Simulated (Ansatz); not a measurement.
# HfS2: the cost of one run

Method: DFT PBE+D3(BJ), scalar-relativistic, plane waves, PAW, in Ansatz 0.2.0.

## Step 1: The starting structure

Symmetry: P-3m1, No. 164, trigonal system. The conventional cell has a = 3.640 Å, b = 3.640 Å, c = 20.859 Å, α = 90.00°, β = 90.00°, γ = 120.00°. Around S (site symmetry 3m) lie 3 Hf at 2.54 Å. Around Hf (site symmetry -3m) lie 6 S at 2.54 Å.

Coordinates:

```xyz
3
Lattice="3.6397 0.0000 0.0000 -1.8198 3.1520 0.0000 0.0000 0.0000 20.8588" Properties=species:S:1:pos:R:3 pbc="T T T"
S     1.8198    1.0507    9.0000
Hf    0.0000    0.0000   10.4294
S     0.0000    2.1014   11.8588
```

Free-standing sheet.

## Step 2: Relaxing the sheet and its cell in the plane

Input file input.yaml:

```yaml
crystal:
  lattice:
    - [3.63966418, 0.0, 0.0]
    - [-1.81983209, 3.15204164, 0.0]
    - [0.0, 0.0, 20.8588061882]
  atoms:
    - { symbol: S, position: [0.66666667, 0.33333334, 0.4314724399] }
    - { symbol: Hf, position: [0.0, 0.0, 0.5] }
    - { symbol: S, position: [0.33333333, 0.66666666, 0.5685275601] }
basis:
  ecutwfc: 420.0
  fft_grid_basis: typed
kpoints:
  mp_grid: { grid: [12, 12, 1] }
hamiltonian:
  xc: pbe
  dispersion: d3bj
scf:
  occupations: { method: gaussian, width: 0.05 }
output:
  forces: true
  eigenvalues: true
  stress: true
efield:
  axis: 3
  dipole_correction: true
  ramp_width: 0.04
relax:
  adjacent_minimum: "off"
  f_tol: 0.02
  max_steps: 60
  cell: { fix: [c, alpha, beta], stress_tol: 0.05 }
```

Run with:

```bash
> ansatz run input.yaml --threads 1 --pin off --max-ram 2211MiB --backend cpu --events-out ev --progress --plain --runs-dir out
```

What time and memory should one allow on 1 thread of Intel Xeon Platinum 8488C (Sapphire Rapids), shared host?

About 32 s, with a peak of 0.52 GiB.
